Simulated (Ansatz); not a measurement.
CaB6 (Pm-3m)

The calculation used DFT PBEsol, scalar-relativistic, plane waves, PAW (Ansatz).

Plane waves to 420 eV, a k mesh through Γ of 10×10×10 on the computed 7-atom cell and Gaussian smearing (0.10 eV); no spin polarisation.

The structure is relaxed at this level of theory with its symmetry kept. Whether it is the stable form of this composition wasn't checked.

```cif
data_structure
_symmetry_space_group_name_H-M 'Pm-3m'
_symmetry_Int_Tables_number 221
_cell_length_a 4.1273
_cell_length_b 4.1273
_cell_length_c 4.1273
_cell_angle_alpha 90.000
_cell_angle_beta 90.000
_cell_angle_gamma 90.000
_cell_volume 70.31
loop_
_atom_site_label
_atom_site_type_symbol
_atom_site_symmetry_multiplicity
_atom_site_Wyckoff_symbol
_atom_site_fract_x
_atom_site_fract_y
_atom_site_fract_z
_atom_site_occupancy
Ca1 Ca 1 b 0.50000 0.50000 0.50000 1
B1 B 6 e 0.00000 0.00000 0.29838 1
```

```
Space group                                                       : Pm-3m (No. 221)
Volume per atom                                                   : 10.04 Å³
Formation energy from the elements' standard states (uncorrected) : -0.392 eV/atom
Kohn–Sham band gap                                                : zero, with almost no states at the Fermi level
Density of states at the Fermi level                              : 0.00 states/eV per cell (so small that it hangs on the mesh: a semimetal, or crossings between mesh points)
Löwdin character within 0.5 eV of the Fermi level                 : B 2p 89 %, unprojected 11 %
Bulk modulus                                                      : 152 GPa
Its pressure derivative                                           : 3.6
Bader charges (e)                                                 : Ca (1 in the cell) 1.53, B (6 in the cell) -0.25
```

Cost: 9 runs of about 2.3 core-minutes in all, on Intel Xeon Platinum 8488C (Sapphire Rapids) (shared hosts).